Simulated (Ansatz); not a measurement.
Wanted: the native input for an Ansatz 0.2.0 run.

- Task: relaxation of cell and atoms
- Functional: PBEsol
- Potentials or basis: Ansatz PAW
- Cutoff: 420 eV (not typed: the program's choice for these potentials)
- k mesh: 13 × 13 × 8
- Occupations: fermi-dirac, width 0.05 eV
- Spin: no spin polarisation
- Target pressure: 2 GPa
- Target pressure (GPa): 2

The system is Be.

```
Be
1.0
     2.28530    0.00000    0.00000
    -1.14265    1.97913    0.00000
     0.00000    0.00000    3.58420
Be
2
Direct
  0.66667 0.33333 0.75000
  0.33333 0.66667 0.25000
```

These files were run (other wordings do the same):

input.yaml

```yaml
crystal:
  lattice:
    - [2.2853, 0.0, 0.0]
    - [-1.14265, 1.9791278553, 0.0]
    - [0.0, 0.0, 3.5842]
  atoms:
    - { symbol: Be, position: [0.6666666667, 0.3333333333, 0.75] }
    - { symbol: Be, position: [0.3333333333, 0.6666666667, 0.25] }
hamiltonian:
  xc: pbesol
  pseudopotentials: { kind: paw }
kpoints:
  mp_grid: { grid: [13, 13, 8] }
scf:
  occupations: { method: fermi_dirac, width: 0.05 }
output:
  forces: true
  stress: true
  eigenvalues: true
relax:
  f_tol: 0.01
  max_steps: 40
  cell: { stress_tol: 0.05, p_target: 2.0 }
```

Potentials or basis: Ansatz PAW.

Launch:

```console
$ ansatz run input.yaml --threads 2 --pin off --max-ram 5632MiB --backend cpu --events-out ev --progress --plain --runs-dir out
```

It gave:

* Relaxed volume: 7.72 Å³/atom
* Relaxed cell: a = 2.249 Å, b = 2.249 Å, c = 3.526 Å, α = 90.00°, β = 90.00°, γ = 120.00°
* Space group after relaxing (to 0.05 Å): P6_3/mmc (No. 194)
* Energy change on relaxing (the enthalpy is what falls): -2.5 meV/atom
* Ionic steps: 5
* Pressure after relaxing: 2.0 GPa
* Band gap on the k mesh: none (metal or under the smearing width)

Caveat: the plane-wave basis is chosen anew once the cell has moved, so the energies of steps on either side of that aren't comparable; the PAW data sets come from PBE, with cores solved anew for the run's functional, which leaves a small shift of forces and pressure.

Run time: 2.1 s on 2 threads of Arm Neoverse V2, on a shared host, peak memory 0.27 GiB.
